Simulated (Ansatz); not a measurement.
# Sn: the cost of one run

Method: DFT PBE, scalar-relativistic, in Ansatz 0.2.0.

**1. The system as given**

Symmetry: Fd-3m, No. 227, cubic system. Conventional cell: a = 6.491 Å, b = 6.491 Å, c = 6.491 Å, α = 90.00°, β = 90.00°, γ = 90.00°. Sn (site symmetry -43m) is surrounded by 4 Sn at 2.81 Å.

As a file:

```xyz
2
Lattice="0.0000 3.2456 3.2456 3.2456 0.0000 3.2456 3.2456 3.2456 0.0000" Properties=species:S:1:pos:R:3 pbc="T T T"
Sn    3.2456    3.2456    3.2456
Sn    4.8684    4.8684    4.8684
```

Atoms are numbered in the order of the input: Sn1, Sn2.

**2. After the deformation**

Space group Fd-3m before, R-3m after.

**3. LAPW, all electrons**

The input, input.yaml:

```yaml
crystal:
  lattice:
    - [0.064912, 3.278056, 3.278056]
    - [3.278056, 0.064912, 3.278056]
    - [3.278056, 3.278056, 0.064912]
  atoms:
    - { symbol: Sn, position: [0.5, 0.5, 0.5] }
    - { symbol: Sn, position: [0.75, 0.75, 0.75] }
kpoints:
  mp_grid: { grid: [9, 9, 9] }
  band_path:
    path:
      - [0.0, 0.0, 0.0]
      - [0.5, 0.5, 0.5]
      - [0.2451701269, 0.5, 0.7548298731]
      - [-0.2451701269, 0.2451701269, 0.5]
      - [0.0, 0.0, 0.5]
      - [0.0, 0.0, 0.0]
      - [-0.3725850634, 0.0, 0.3725850634]
      - [0.0, 0.3725850634, 0.6274149366]
      - [0.0, 0.5, 0.5]
    npoints: 5
scf:
  occupations: { method: fermi_dirac, width: 0.03 }
hamiltonian:
  xc: pbe
  pseudopotentials: { kind: all_electron, lapw: { basis_error: 0.00025 } }
output:
  forces: true
  stress: true
  eigenvalues: true
```

Launch:

```console
ansatz run input.yaml --threads 1 --pin off --max-ram 3072MiB --backend cpu --events-out ev --progress --plain --runs-dir out
```

**Question.** How long does this run take on 1 thread of Arm Neoverse V1, shared host, and how much memory does it need?

About 49 s, with a peak of 0.54 GiB.
